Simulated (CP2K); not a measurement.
Crystal: TiC.

```
Ti C
1.0
     3.06279    0.00000    0.00000
     1.53139    2.65245    0.00000
     1.53139    0.88415    2.50076
Ti C
1 1
Direct
  0.00000 0.00000 0.00000
  0.50000 0.50000 0.50000
```

The cell is a database's computed one.

Base run:

- Program: CP2K 2026.2
- Functional: PBE
- Potentials or basis: POTENTIAL_UZH Ti GTH-PBE-q12, C GTH-PBE-q4; TZVP-MOLOPT-PBE-GTH basis
- Density cutoff: 6123 eV
- k mesh: 11 × 11 × 11
- Occupations: fermi-dirac, width 0.1 eV
- Spin: no spin polarisation

Its results: band gap on the k mesh none (metal or under the smearing width); pressure 0.8 GPa.

**Question.** The run is repeated on the same cell with these changes: functional from PBE to PBEsol; occupations from fermi-dirac, width 0.1 eV to fermi-dirac, width 0.01 eV. What comes out?

**Answer.** Band gap on the k mesh none (metal or under the smearing width); pressure -5.5 GPa.

Caveats: the basis of atomic orbitals isn't converged, which shifts pressures, moduli and gaps; the potentials were made for another functional, which shifts forces and pressure (some runs).
